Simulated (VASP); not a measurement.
# N2 in VASP: further runs

Runs on N2. Level: LDA. Tasks: single point, relaxation of the atoms.

Everything below comes from runs of VASP 6.6.1. Logs are shortened: lines on timing, memory, paths and dates and some standing lists are left out, and cuts for length are marked.

**1. The structure**

The cell holds a molecule in a box, 2 atoms: a = 11.000 Å, b = 11.500 Å, c = 12.000 Å, α = 90.00°, β = 90.00°, γ = 90.00°.

**2. Single point, LDA**

INCAR reads:

```
PREC = Accurate
ENCUT = 520
EDIFF = 1E-7
ISMEAR = 0
SIGMA = 0.01
LREAL = False
LASPH = True
NELM = 100
ALGO = Fast
ISIF = 2
LWAVE = False
LCHARG = False
NBANDS = 12
```

KPOINTS reads:

```
Automatic mesh
0
Gamma
  1 1 1
```

POSCAR reads:

```
N
1.0
   11.0000000000      0.0000000000      0.0000000000
    0.0000000000     11.5000000000      0.0000000000
    0.0000000000      0.0000000000     12.0000000000
N
2
Direct
    0.5000000000      0.5000000000      0.4544544672
    0.5000000000      0.5000000000      0.5455455328
```

Potentials or basis: VASP PAW LDA potentials, release 64 (N).

Launch:

```console
$ cat potpaw_LDA.64/N/POTCAR > POTCAR
$ mpirun -np 1 vasp_gam > vasp.out
```

OUTCAR:

```text
PREC = Accurate
   ENCUT = 520
   EDIFF = 1E-7
   ISMEAR = 0
   LREAL = False
   LASPH = True
   NELM = 100
   ISIF = 2

 ion  position               nearest neighbor table
   1  0.500  0.500  0.454-   2 1.09
   2  0.500  0.500  0.546-   1 1.09

  LATTYP: Found a simple orthorhombic cell.
 ALAT       =    11.0000000000
 B/A-ratio  =     1.0454545455
 C/A-ratio  =     1.0909090909

  Lattice vectors:

 A1 = (  11.0000000000,   0.0000000000,   0.0000000000)
 A2 = (   0.0000000000,  11.5000000000,   0.0000000000)
 A3 = (   0.0000000000,   0.0000000000,  12.0000000000)

Analysis of symmetry for initial positions (statically):
=====================================================================
 Subroutine PRICEL returns:
 Original cell was already a primitive cell.

 Routine SETGRP: Setting up the symmetry group for a
 simple orthorhombic supercell.

 Subroutine GETGRP returns: Found  8 space group operations
 (whereof  8 operations were pure point group operations)
 out of a pool of  8 trial point group operations.

The static configuration has the point symmetry D_2h.

Analysis of symmetry for dynamics (positions and initial velocities):
=====================================================================
 Subroutine PRICEL returns:
 Original cell was already a primitive cell.

 Routine SETGRP: Setting up the symmetry group for a
 simple orthorhombic supercell.

 Subroutine GETGRP returns: Found  8 space group operations
 (whereof  8 operations were pure point group operations)
 out of a pool of  8 trial point group operations.

The dynamic configuration has the point symmetry D_2h.

 Subroutine INISYM returns: Found  8 space group operations
 (whereof  8 operations are pure point group operations),
 and found     1 'primitive' translations

----------------------------------------------------------------------------------------

                                     Primitive cell

  volume of cell :    1518.0000

  direct lattice vectors                    reciprocal lattice vectors
    11.000000000  0.000000000  0.000000000     0.090909091  0.000000000  0.000000000
     0.000000000 11.500000000  0.000000000     0.000000000  0.086956522  0.000000000
     0.000000000  0.000000000 12.000000000     0.000000000  0.000000000  0.083333333

  length of vectors
    11.000000000 11.500000000 12.000000000     0.090909091  0.086956522  0.083333333

  position of ions in fractional coordinates (direct lattice)
[... 56 lines left out ...]
   LREAL  =      F    real-space projection
   EDIFFG = 0.1E-05   stopping-criterion for IOM
   NSW    =      0    number of steps for IOM
   IBRION =     -1    ionic relax: 0-MD 1-quasi-New 2-CG
   NFREE  =      0    steps in history (QN), initial steepest desc. (CG)
   ISIF   =      2    stress and relaxation
   ISYM   =      2    0-nonsym 1-usesym 2-fastsym
   POTIM  = 0.5000    time-step for ionic-motion
   TEBEG  =    0.0;   TEEND  =   0.0 temperature during run
   PSTRESS=    0.0 pullay stress
   NELECT =      10.0000    total number of electrons
   NUPDOWN=      -1.0000    fix difference up-down
   EMIN   =  10.00;   EMAX   =-10.00  energy-range for DOS
   EFERMI =   0.00;   METHOD = LEGACY
   ISMEAR =     0;   SIGMA  =   0.01  broadening in eV -4-tet -1-fermi 0-gaus
   EFERMI_NEDOS =   21; number of points for ismear=-14 and -15
   IALGO  =     68    algorithm
   IMIX   =      4    mixing-type and parameters
     AMIX     =   0.40;   BMIX     =  1.00
     AMIX_MAG =   1.60;   BMIX_MAG =  1.00
  volume/ion in A,a.u.               =     759.00      5121.98
  Fermi-wavevector in a.u.,A,eV,Ry     =   0.306891  0.579940  1.281426  0.094182
  Thomas-Fermi vector in A             =   1.181261
   LORBIT       =      0    0 simple, 1 ext, 2 COOP (PROOUT), +10 PAW based schemes
   GGA     = CA    functional components
   LHFCALC =     F    Hartree Fock is set to
   AEXX    =    0.0000 exact exchange contribution
   IVDW    =     0    specifies the selected vdW correction
   LEPSILON=     F    determine dielectric tensor
   LRPA    =     F    only Hartree local field effects (RPA)
 non-spin polarized calculation
 RMM-DIIS sequential band-by-band and
 Gauss-broadening in eV      SIGMA  =   0.01
  energy-cutoff  :      520.00
  volume of cell :     1518.00
 maximum number of plane-waves:     20458
 NGX is ok and might be reduce to    84
   NGX = 41   NGY = 43   NGZ = 45

 number of electron      10.0000001 magnetization

 Free energy of the ion-electron system (eV)
  ---------------------------------------------------
  ext. energy  EPLUGINS =         0.00000000
  ---------------------------------------------------
  free energy    TOTEN  =       -17.48239838 eV

  energy without entropy =      -17.48239838  energy(sigma->0) =      -17.48239838

 E-fermi : -10.2294     XC(G=0):  -0.3833

 val. band max:      -10.2775159536   @ k =   0.0000   0.0000   0.0000
 cond. band min:      -2.0685150954   @ k =   0.0000   0.0000   0.0000
 fundamental gap:      8.2090008582
 Fermi energy:       -10.2293955530

 k-point     1 :       0.0000    0.0000    0.0000
  band No.  band energies     occupation
      1     -28.4246      2.00000
      2     -13.2574      2.00000
      3     -11.8694      2.00000
      4     -11.8694      2.00000
      5     -10.2775      2.00000
      6      -2.0685      0.00000
      7      -2.0685      0.00000
      8      -0.1200      0.00000
      9       0.8815      0.00000
     10       0.8993      0.00000
     11       0.9186      0.00000
     12       1.0056      0.00000

------------------------ aborting loop because EDIFF is reached ----------------------------------------

  FORCE on cell =-STRESS in cart. coord.  units (eV):
  Direction    XX          YY          ZZ          XY          YZ          ZX
  --------------------------------------------------------------------------------------
  -------------------------------------------------------------------------------------
  Total       -0.0369032     -0.0378137      1.6730680      0.0000000      0.0000000      0.0000000
  in kB       -0.0389496     -0.0399106      1.7658442      0.0000000      0.0000000      0.0000000
  external PRESSURE =       0.5623280 kB  Pullay stress =       0.0000000 kB

 VOLUME and BASIS-vectors are now :
 -----------------------------------------------------------------------------
  energy-cutoff  :      520.00
  volume of cell :     1518.00
      direct lattice vectors                 reciprocal lattice vectors
    11.000000000  0.000000000  0.000000000     0.090909091  0.000000000  0.000000000
     0.000000000 11.500000000  0.000000000     0.000000000  0.086956522  0.000000000
     0.000000000  0.000000000 12.000000000     0.000000000  0.000000000  0.083333333

 POSITION                                       TOTAL-FORCE (eV/Angst)
 -----------------------------------------------------------------------------------
      5.50000      5.75000      5.45345         0.000000      0.000000     -1.559280
      5.50000      5.75000      6.54655         0.000000      0.000000      1.559280
 -----------------------------------------------------------------------------------
    total drift:                                0.000000     -0.000000      0.000000

  FREE ENERGIE OF THE ION-ELECTRON SYSTEM (eV)
  ---------------------------------------------------
  free  energy   TOTEN  =       -17.4823983839 eV

  energy  without entropy=      -17.4823983839  energy(sigma->0) =      -17.48239838
```

It took 77 s on 1 thread of Intel Xeon Platinum 8259CL at 2.50GHz (Skylake/Cascade Lake), shared host; peak memory 0.77 GiB.

What came out:

```
Free energy                     : -17.4824 eV
Largest force                   : 1.559 eV/Å
Gap between the frontier levels : 8.21 eV
```

Forces in eV/Å, atoms in the order of the input:
```
N    0.000  0.000 -1.559
N    0.000  0.000  1.559
```

Levels at points of the mesh, in eV from the valence-band top:
```tsv
k point	band 3	band 4	band 5	band 6	band 7	band 8
(0.00, 0.00, 0.00)	-1.59	-1.59	0.00	8.21	8.21	10.16
```

Caveat: the standard files for N, O and F lose accuracy on very short bonds.

(Part 1 of 2 ends here.)
